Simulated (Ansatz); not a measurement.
The system is HgSe.

```
Hg Se
1.0
     0.00000    3.03900    3.03900
     3.03900    0.00000    3.03900
     3.03900    3.03900    0.00000
Hg Se
1 1
Direct
  0.00000 0.00000 0.00000
  0.75000 0.75000 0.75000
```

Below is the output of Ansatz 0.2.0 for this cell. Logs are shortened: lines on timing, memory, paths and dates and some standing lists are left out, and cuts for length are marked.

```text
Warning: RAYON_NUM_THREADS=1 ignored (pool sized by the plan → 1); use --threads N
The last accepted step is kept in <dir> (removed where the run ends without a failure and the disk answers)
LAPW: plane waves up to 8.874 Å⁻¹, error target 1.0e-3 eV per atom; small_component_spin mean_spin; Se in spheres of 1.223 Å, 24 of its electrons in bands, Dirac shells []; Hg in spheres of 1.330 Å, 44 of its electrons in bands, Dirac shells [] (how accurate: hamiltonian.pseudopotentials.lapw.basis_error, Limitations)
Engine: ansatz 0.2.0, aarch64-unknown-linux-gnu
Pseudopotentials: kind: all_electron
Pseudopotential: Hg, LAPW, valence charge 44, lapw/all_electron/scalar/gaussian/Hg, Koelling and Harmon's equation, gaussian nucleus
Pseudopotential: Se, LAPW, valence charge 24, lapw/all_electron/scalar/gaussian/Se, Koelling and Harmon's equation, gaussian nucleus
Functional definition: PBEsol
  exchange = pbesol_x
  correlation = pbesol_c
Crystal: 2 atoms, lattice volume = 56.133 Å³
Basis set: ecut = 300.02039801222526 eV, 645 PW (Γ), exchange–correlation at level 2
Bands: 41, of which v1, the nominal top of the filled ones, is band 34 counted from 1 (33 counted from 0)
Symmetry: 24 space group operations
Space group: F-43m (ITA 216), of the structure as read, at distance tolerance 3.8e-5 Å
k-points: 29 of 512 (time reversal used)
Non-local potential: Hg, projectors of the file, none
Non-local potential: Se, projectors of the file, none
Initial density: superposition of atomic densities (chi_scale 0.1, normalization cell, long waves kept (reshape's long-wave potential 0.00 eV rms))
Initial wavefunctions: plane waves of lowest kinetic energy (no species holds an atomic orbital)
Functional: x = pbesol(κ = 0.804, μ = 0.12345679012345678), c = pbesol(β = 0.046)
iter 1 solved again at ethr=1.06e-3 eV; its pass at ethr=1.00e-1 eV (dr2=7.24e-1 eV) is discarded
SCF iter   1: F=—  HF=-599765.952158 eV  |F-HF|=—  |Δ(HF+E_count)|=         —  Δρ=2.58e-2  dr2=7.25e-1  ethr=1.06e-3  ⟨swp⟩=2.0  Hψ=7338  notcnv=0
preconditioner: auto → none  [insulator: Δε(μ)=0.645 eV  Ē_g=13.249 eV  σ=0.050 eV  W_gap=0.76  n_scr=14 (ndim 8)  ℏωp=21.0 eV  f_vac=0.332  D(μ)=0.06/eV (n_scr^D=0)  ε∞_Penn≈3.5]
iter 2 solved again at ethr=4.63e-5 eV; its pass at ethr=1.06e-3 eV (dr2=3.15e-2 eV) is discarded
[... 46 lines left out ...]
SCF iter   1: F=—  HF=-599765.449196 eV  |F-HF|=—  |Δ(HF+E_count)|=         —  Δρ=1.04e-5  dr2=7.02e-8  ethr=1.03e-10  ⟨swp⟩=3.5  Hψ=5747  notcnv=0
SCF iter   2: F=-599765.449196 eV  HF=-599765.449196 eV  |F-HF|=6.05e-9  |Δ(HF+E_count)|=   7.83e-8  Δρ=4.64e-6  dr2=1.59e-8  ethr=1.03e-10  ⟨swp⟩=2.9  Hψ=3458  notcnv=0
SCF 5 converged in 2 iterations: F = -599765.449196 eV  dr2 = 1.59e-8
relax step   5: F+E_penalty+E_count = -599765.44919551 eV  Δ(F+E_penalty+E_count) = -6.042e-7 eV  max|allowed force component| = 5.320e-17 eV/Å  Δτ_max = 0.0000 Å  P = +9.975 GPa  Ω = 50.305 Å³  stress off target by 2.51e-2 GPa  SCF on the basis re-selected at this cell (its energy is not comparable with the rows above)  (2 SCF iters)
basis re-selected at this cell: Δ(F+E_penalty+E_count) = -6.042e-7 eV, ΔP = +0.001 GPa vs the last step (what re-selecting the basis moved, after the strain that the cell walked since its last selection, with what the two solves' SCF thresholds leave and, on support functions, any second-order correction that the steps lacked; it is no measure of the basis error at this ecutwfc). This SCF's stress stands 2.51e-2 GPa from its target on what of the cell is left free (relax.cell.stress_tol is 5.00e-2 GPa) and its largest allowed force component is 5.32e-17 eV/Å (relax.f_tol is 1.00e-2 eV/Å): within both
SCF converged after 2 iterations
Free energy (F): -599765.449196 eV
Harris-Foulkes:  -599765.449196 eV  (|F-HF|=6.05e-9)
Internal energy: -599765.448688 eV  (E = F + TS)
E sigma→0 (E₀):  -599765.448942 eV
Entropy (-TS):   -0.000507 eV (-0.254 meV/atom)
Fermi energy:    12.522568 eV
--- Per-component energies (eV) ---
  E_band       = -6412.769484
  E_kinetic    = 678154.711175
  E_xc         = -12340.845410
  E_electrostatic = -1265579.314453  (all electrons and nuclei)
  E_smearing   = -0.000507  (= −TS)
  E_closure    = 0.000000  (closes the sum)
  E_atoms      = -599760.826423  (free atoms, spherical and without spin; not in F)
  Σ components = -599765.449196   (vs F -599765.449196, Δ=0.00e0)
  Basis errors (estimates in eV, not in F): energy 5.1e-4 per atom: plane waves 4.6e-4 (2.8e-4 summed), levels above the bands 5.0e-89, relativity 8.8e-9, radial functions 4.5e-5, core shells 3.0e-7; eigenvalues (radial functions only) 8.0e-7; not estimated: angular momenta, meshes, grids; target (lapw.basis_error) 1.0e-3; muffin-tin radii Se 1.179 Å, Hg 1.282 Å
--- Forces (eV/Å), atoms counted from 1 ---
  atom   1  Hg    -0.00000000    -0.00000000    -0.00000000
  atom   2  Se     0.00000000     0.00000000     0.00000000
  max |Σ_I F_I| component: 3.70e-17 eV/Å
--- Stress (GPa, compression-positive) ---
        9.974912      -0.000000      -0.000000
       -0.000000       9.974912       0.000000
       -0.000000       0.000000       9.974912
  P = ⅓ Tr σ = 9.9749 GPa (99.749 kbar)
--- Relaxed structure (4 steps of the walk, 4 accepted, 1 SCFs on fresh bases) ---
  F+E_penalty+E_count = -599765.44919551 eV   max|allowed force component| = 5.320e-17 eV/Å   (the final SCF, on the basis selected at the relaxed cell)
  cell:  # Å, volume = 50.3048 Å³
    - [-4.689865177382735e-33, 2.9299471810754967, 2.9299471810754967]
    - [2.9299471810754967, 2.0405903619842743e-32, 2.9299471810754967]
    - [2.9299471810754967, 2.9299471810754967, 1.2253308310633864e-32]
  atoms:
    - { symbol: Hg, position: [-4.1773900022219575e-33, 2.1705528330129258e-33, 4.166827701331383e-33] }
    - { symbol: Se, position: [0.75, 0.75, 0.75] }
```

Q: Write the input and the command behind it.

A: Relaxation of cell and atoms with PBEsol, no spin polarisation. The files as run (others can give the same):

input.yaml
```yaml
crystal:
  lattice:
    - [0.0, 3.039, 3.039]
    - [3.039, 0.0, 3.039]
    - [3.039, 3.039, 0.0]
  atoms:
    - { symbol: Hg, position: [0.0, 0.0, 0.0] }
    - { symbol: Se, position: [0.75, 0.75, 0.75] }
kpoints:
  mp_grid: { grid: [8, 8, 8] }
scf:
  occupations: { method: fermi_dirac, width: 0.05 }
hamiltonian:
  xc: pbesol
  pseudopotentials: { kind: all_electron, lapw: { basis_error: 0.001 } }
output:
  forces: true
  stress: true
relax:
  f_tol: 0.01
  max_steps: 60
  cell: { p_target: 10 }
```

Potentials or basis: all-electron LAPW, scalar-relativistic.
The run is started by
```sh
$ ansatz run input.yaml --threads 1 --pin off --max-ram 3072MiB --backend cpu --events-out ev --progress --plain --runs-dir out
```
